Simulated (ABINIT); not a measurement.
Bi and the effect of the functional

Symmetry: R-3m, No. 166, trigonal system. The conventional cell has a = 4.535 Å, b = 4.535 Å, c = 11.814 Å, α = 90.00°, β = 90.00°, γ = 120.00°. Bi (site symmetry 3m) is surrounded by 6 Bi at 3.06 to 3.52 Å.

Kept alike: task band structure; k mesh 7 × 7 × 7; occupations fermi-dirac, width 0.05 eV; no spin polarisation. Program: ABINIT, potentials by row: JTH PAW LDA v2.0 (LDA); JTH PAW PBE v2.0 (PBE, PBEsol). Cutoffs run from 599 to 816 eV. The mesh is that of the run's cell of 2 atoms. No spin-orbit coupling.

| functional | pressure (GPa) |
| --- | --- |
| LDA | -1.68 |
| PBE | 2.09 |
| PBEsol | -0.34 |

Pressure is positive in compression; the values hold the error of the finite cutoff, so their zero can differ a little from the energy's minimum. For a metal such a mesh leaves the last digits unconverged. Runs of this series that gave no sound value for these columns are left out. Potentials were made for LDA (LDA); PBE (PBE, PBEsol).

The pressure runs from -1.68 (LDA) to 2.09 GPa (PBE). From PBE: LDA -3.77; PBEsol -2.43. A positive pressure means that the functional's own cell is larger than the one given, a negative one that it is smaller.

At this fixed cell LDA would contract bismuth and PBE would expand it, while PBEsol, at -0.34 GPa, lies close to balance. This is the usual order of the three functionals. LDA overbinds, whereas PBE's gradient correction favours inhomogeneous densities and so lowers the energy of more open structures. PBEsol weakens that preference and recovers much of the lost cohesion.

Bismuth probably shows the difference clearly because its structure is a Peierls-distorted relative of simple cubic, with strong 6p bonds inside puckered bilayers and weaker, softer contacts between them.

PBEsol's near balance does not by itself make it the best description of bismuth. Spin-orbit coupling is strong in the 6p shell and tends to weaken the p bonds, so including it would probably push the pressures upwards and could change which functional fits this cell best. Nor does a single pressure show how the mismatch divides between the bilayers and the spacing between them.
